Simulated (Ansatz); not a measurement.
# Slab of rocksalt NbN (100), 4 layers

The slab is cut from the rocksalt crystal, which needn't be the stable phase, as relaxed on PAW files (10.81 Å³/atom), with 16 Å of vacuum and a dipole correction:

```
CELL_PARAMETERS angstrom
3.12679 0.00000 0.00000
0.00000 3.12679 0.00000
0.00000 0.00000 22.63290
ATOMIC_POSITIONS crystal
Nb 0.00000 0.00000 0.35347
N 0.50000 0.50000 0.35347
Nb 0.50000 0.50000 0.45116
N 0.00000 0.00000 0.45116
Nb 0.00000 0.00000 0.54884
N 0.50000 0.50000 0.54884
Nb 0.50000 0.50000 0.64653
N 0.00000 0.00000 0.64653
```

Computed with Ansatz 0.2.0; functional PBE, scalar-relativistic. Settings: a Γ-centred 13×13×1 k mesh, Fermi–Dirac smearing of 0.1 eV, no spin polarisation. Methods: LAPW: all electrons, basis error target 1 meV/atom; PAW: frozen-core files, cutoff 420 eV.

The bulk energy comes from a cell in the slab's orientation on a 13×13×9 mesh. The surface energy is (E(slab) − N·E(bulk))/2A at zero smearing, the mean of both faces; thin slabs carry quantum-size effects.

Question: As cut, the LAPW slab lies 1.880 eV above 8 atoms of bulk. What surface energy is that?

Answer: Over two faces of 9.78 Å² it is 96.1 meV/Å², and times 16.02 J/m² per eV/Å² that gives γ = 1.540 J/m².

Question: What do relaxation and the other method give, and what work function comes out?

Answer: 

```csv
method,γ as cut (J/m²),γ relaxed (J/m²),Φ as cut (eV),Φ relaxed (eV)
LAPW,1.540,0.913,3.33,3.20
PAW,1.538,0.909,3.33,3.20
```

Question: How do the spacings between the planes relax (positions relaxed on PAW files)?

Answer: From the bottom face up: d12 -0.4 % of 2.211 Å, d23 +3.5 % of 2.211 Å, d34 -0.4 % of 2.211 Å. The outer plane rumples by 0.324 Å.

Question: What changes if relativity is switched off, at the same positions?

Answer: LAPW then gives: no gap, work function 3.26 eV.

Question: A core hole in the 3d shell of Nb is made on one Nb atom of each kind in every 1×1 cell (PAW hole dataset, neutral cell, valence without spin). What does it cost by layer?

Answer: layer 1 203.22 eV, layer 2 203.08 eV. Shifts between layers mean more than the absolute values, and a whole layer of holes screens otherwise than one hole.
